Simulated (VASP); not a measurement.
# InPd (Pm-3m) in VASP: notebook

One crystal, InPd, is run at these levels: r2SCAN; tasks: single point.

Everything below comes from runs of VASP 6.6.1. Logs are shortened: lines on timing, memory, paths and dates and some standing lists are left out, and cuts for length are marked.

**1. Starting point**

It takes space group Pm-3m (No. 221, cubic). Conventional cell: a = 3.272 Å, b = 3.272 Å, c = 3.272 Å, α = 90.00°, β = 90.00°, γ = 90.00°. In (site symmetry m-3m) is surrounded by 8 Pd at 2.83 Å. Pd (site symmetry m-3m) is surrounded by 8 In at 2.83 Å.

The cell comes from a database or a generator and needn't be the stable form of this composition.

**2. Single point, r2SCAN**

File INCAR:

```
  PREC = Accurate
  ENCUT = 400
  EDIFF = 1E-6
  ISMEAR = -5
  SIGMA = 0.15
  LREAL = F
  LASPH = T
  NELM = 100
  ALGO = Normal
  ISIF = 2
  LWAVE = F
  LCHARG = F
  METAGGA = R2SCAN
  LMIXTAU = T
  ADDGRID = F
```

File KPOINTS:

```
regular mesh
0
Gamma
  10 10 10
```

File POSCAR:

```
InPd
1.0
    3.2718847800      0.0000000000      0.0000000000
    0.0000000000      3.2718847800      0.0000000000
    0.0000000000      0.0000000000      3.2718847800
In Pd
1 1
Direct
    0.0000000000      0.0000000000      0.0000000000
    0.5000000000      0.5000000000      0.5000000000
```

Potentials or basis: VASP PAW PBE potentials, release 64 (In_d, Pd).

Started as:

```bash
$ cat potpaw_PBE.64/In_d/POTCAR potpaw_PBE.64/Pd/POTCAR > POTCAR
$ mpirun -np 1 vasp_std > vasp.out
```

OUTCAR:

```text
PREC = Accurate
   ENCUT = 400
   EDIFF = 1E-6
   ISMEAR = -5
   LREAL = F
   LASPH = T
   NELM = 100
   ISIF = 2
   METAGGA = R2SCAN

 Found     56 irreducible k-points:

 Following reciprocal coordinates:
            Coordinates               Weight
  0.000000  0.000000  0.000000      1.000000
  0.100000  0.000000  0.000000      6.000000
  0.200000  0.000000  0.000000      6.000000
  0.300000  0.000000  0.000000      6.000000
  0.400000  0.000000  0.000000      6.000000
  0.500000  0.000000  0.000000      3.000000
   k-points           NKPTS =     56   k-points in BZ     NKDIM =     56   number of bands    NBANDS=     15
   number of dos      NEDOS =    301   number of ions     NIONS =      2
   total plane-waves  NPLWV =  13824
   dimension x,y,z NGX =    24 NGY =   24 NGZ =   24
   dimension x,y,z NGXF=    48 NGYF=   48 NGZF=   48
   ions per type =               1   1
   NGX,Y,Z   is equivalent  to a cutoff of  12.19, 12.19, 12.19 a.u.
   NGXF,Y,Z  is equivalent  to a cutoff of  24.39, 24.39, 24.39 a.u.
 SYSTEM =  unknown system
   PREC   = accura    normal or accurate (medium, high low for compatibility)
   ISTART =      0    job   : 0-new  1-cont  2-samecut
   ICHARG =      2    charge: 1-file 2-atom 10-const
   ISPIN  =      1    spin polarized calculation?
   LNONCOLLINEAR =      F non collinear calculations
   LSORBIT =      F    spin-orbit coupling
   LASPH  =      T    aspherical Exc in radial PAW
   ENCUT  =  400.0 eV  29.40 Ry    5.42 a.u.   5.34  5.34  5.34*2*pi/ulx,y,z
   NELM   =    100;   NELMIN=  2; NELMDL= -5     # of ELM steps
   EDIFF  = 0.1E-05   stopping-criterion for ELM
   LREAL  =      F    real-space projection
   EDIFFG = 0.1E-04   stopping-criterion for IOM
   NSW    =      0    number of steps for IOM
   IBRION =     -1    ionic relax: 0-MD 1-quasi-New 2-CG
   NFREE  =      0    steps in history (QN), initial steepest desc. (CG)
   ISIF   =      2    stress and relaxation
   ISYM   =      2    0-nonsym 1-usesym 2-fastsym
   POTIM  = 0.5000    time-step for ionic-motion
   TEBEG  =    0.0;   TEEND  =   0.0 temperature during run
   PSTRESS=    0.0 pullay stress
   NELECT =      23.0000    total number of electrons
   NUPDOWN=      -1.0000    fix difference up-down
   EMIN   =  10.00;   EMAX   =-10.00  energy-range for DOS
   EFERMI =   0.00;   METHOD = LEGACY
   ISMEAR =    -5;   SIGMA  =   0.15  broadening in eV -4-tet -1-fermi 0-gaus
   EFERMI_NEDOS =   21; number of points for ismear=-14 and -15
   IALGO  =     38    algorithm
   IMIX   =      4    mixing-type and parameters
     AMIX     =   0.40;   BMIX     =  1.00
     AMIX_MAG =   1.60;   BMIX_MAG =  1.00
  volume/ion in A,a.u.               =      17.51       118.18
  Fermi-wavevector in a.u.,A,eV,Ry     =   1.422938  2.688964 27.548447  2.024754
  Thomas-Fermi vector in A             =   2.543589
   LORBIT       =      0    0 simple, 1 ext, 2 COOP (PROOUT), +10 PAW based schemes
   METAGGA = R2SCAN    functional components
   LHFCALC =     F    Hartree Fock is set to
   AEXX    =    0.0000 exact exchange contribution
   IVDW    =     0    specifies the selected vdW correction
   LEPSILON=     F    determine dielectric tensor
   LRPA    =     F    only Hartree local field effects (RPA)
 non-spin polarized calculation
 Fermi weights with tetrahedron method with Bloechl corrections
  energy-cutoff  :      400.00
  volume of cell :       35.03
 maximum number of plane-waves:       656
 NGX is ok and might be reduce to    24
   NGX = 11   NGY = 11   NGZ = 11

 number of electron      22.9999997 magnetization

 Free energy of the ion-electron system (eV)
  ---------------------------------------------------
  ext. energy  EPLUGINS =         0.00000000
  ---------------------------------------------------
  free energy    TOTEN  =       -46.64497280 eV

  energy without entropy =      -46.64497280  energy(sigma->0) =      -46.64497280

 E-fermi :  10.4840     XC(G=0): -13.2464

 val. band max:       10.5729146391   @ k =   0.5000   0.4000   0.3000
 cond. band min:      10.5873758688   @ k =   0.3000   0.1000   0.1000
 fundamental gap:      0.0144612298
 Fermi energy:        10.4840358257

 k-point     1 :       0.0000    0.0000    0.0000
  band No.  band energies     occupation
      1      -5.1535      2.00000
      2      -5.1535      2.00000
      3      -4.7288      2.00000
      4      -4.7288      2.00000
      5      -4.7288      2.00000
      6      -0.0468      2.00000
      7       6.3970      2.00000
      8       6.3970      2.00000
      9       8.0170      2.00000
     10       8.0170      2.00000
     11       8.0170      2.00000
     12      14.9143      0.00000
     13      14.9143      0.00000
     14      14.9143      0.00000
     15      20.5245      0.00000

 k-point     2 :       0.1000    0.0000    0.0000
  band No.  band energies     occupation
      1      -5.1477      2.00000
      2      -5.1184      2.00000
      3      -4.7395      2.00000
      4      -4.7395      2.00000
      5      -4.7256      2.00000
      6       0.1194      2.00000
      7       6.3997      2.00000
      8       6.4237      2.00000
      9       7.8960      2.00000
     10       7.8960      2.00000
     11       8.0100      2.00000
     12      13.8079      0.00000
     13      15.2422      0.00000
     14      15.2422      0.00000
     15      20.8115      0.00000

 k-point     3 :       0.2000    0.0000    0.0000
  band No.  band energies     occupation
      1      -5.1325      2.00000
      2      -5.0267      2.00000
      3      -4.7674      2.00000
      4      -4.7674      2.00000
      5      -4.7174      2.00000
      6       0.6160      2.00000
      7       6.4066      2.00000
      8       6.4319      2.00000
      9       7.6098      2.00000
     10       7.6098      2.00000
     11       7.9915      2.00000
     12      11.8570     -0.12187
     13      16.1479      0.00000
     14      16.1479      0.00000
     15      20.9031      0.00000

 k-point     4 :       0.3000    0.0000    0.0000
  band No.  band energies     occupation
      1      -5.1135      2.00000
      2      -4.9139      2.00000
      3      -4.8016      2.00000
      4      -4.8016      2.00000
      5      -4.7071      2.00000
      6       1.4323      2.00000
      7       6.1548      2.00000
      8       6.4155      2.00000
      9       7.3014      2.00000
     10       7.3014      2.00000
     11       7.9689      2.00000
     12      10.2229      1.35940
     13      17.4806      0.00000
     14      17.4806      0.00000
     15      20.8621      0.00000

 k-point     5 :       0.4000    0.0000    0.0000
  band No.  band energies     occupation
      1      -5.0981      2.00000
      2      -4.8291      2.00000
      3      -4.8291      2.00000
      4      -4.8232      2.00000
      5      -4.6988      2.00000
      6       2.5342      2.00000
      7       5.2493      2.00000
      8       6.4228      2.00000
      9       7.0789      2.00000
     10       7.0789      2.00000
     11       7.9505      2.00000
     12       9.4046      2.02462
     13      19.1009      0.00000
     14      19.1009      0.00000
     15      20.6755      0.00000

 k-point     6 :       0.5000    0.0000    0.0000
  band No.  band energies     occupation
      1      -5.0922      2.00000
      2      -4.8396      2.00000
      3      -4.8396      2.00000
      4      -4.7888      2.00000
      5      -4.6956      2.00000
      6       3.6366      2.00000
      7       4.1347      2.00000
      8       6.4255      2.00000
      9       6.9989      2.00000
     10       6.9989      2.00000
     11       7.9435      2.00000
     12       9.2210      2.00000
     13      20.5076      0.00000
     14      20.5076      0.00000
     15      20.6015      0.00000

 [... further k-points ...]

------------------------ aborting loop because EDIFF is reached ----------------------------------------

  FORCE on cell =-STRESS in cart. coord.  units (eV):
  Direction    XX          YY          ZZ          XY          YZ          ZX
  --------------------------------------------------------------------------------------
  -------------------------------------------------------------------------------------
  Total       -0.0143693     -0.0143693     -0.0143693      0.0000000      0.0000000     -0.0000000
  in kB       -0.6572849     -0.6572849     -0.6572849      0.0000000      0.0000000     -0.0000000
  external PRESSURE =      -0.6572849 kB  Pullay stress =       0.0000000 kB

 VOLUME and BASIS-vectors are now :
 -----------------------------------------------------------------------------
  energy-cutoff  :      400.00
  volume of cell :       35.03
      direct lattice vectors                 reciprocal lattice vectors
     3.271884780  0.000000000  0.000000000     0.305634234  0.000000000  0.000000000
     0.000000000  3.271884780  0.000000000     0.000000000  0.305634234  0.000000000
     0.000000000  0.000000000  3.271884780     0.000000000  0.000000000  0.305634234

 POSITION                                       TOTAL-FORCE (eV/Angst)
 -----------------------------------------------------------------------------------
      0.00000      0.00000      0.00000         0.000000      0.000000      0.000000
      1.63594      1.63594      1.63594         0.000000      0.000000      0.000000
 -----------------------------------------------------------------------------------
    total drift:                                0.000000      0.000000     -0.000000

  FREE ENERGIE OF THE ION-ELECTRON SYSTEM (eV)
  ---------------------------------------------------
  free  energy   TOTEN  =       -46.6449727998 eV

  energy  without entropy=      -46.6449727998  energy(sigma->0) =      -46.64497280
```

Run time: 28 s. Hardware: 1 thread of Intel Xeon 6975P-C (Granite Rapids), shared host; peak memory 0.15 GiB.

These settings aren't checked as converged: the numbers below hold their error.

Results:

```yaml
Free_energy: -46.6450 eV
Pressure: -0.1 GPa
Band_gap_on_the_k_mesh: none (metal or under the smearing width)
```

Caveat: the PAW data sets were made with another functional, which shifts forces and pressure a little; tetrahedron occupations give inexact forces and stress in metals.

(Continued in part 2 of 2.)
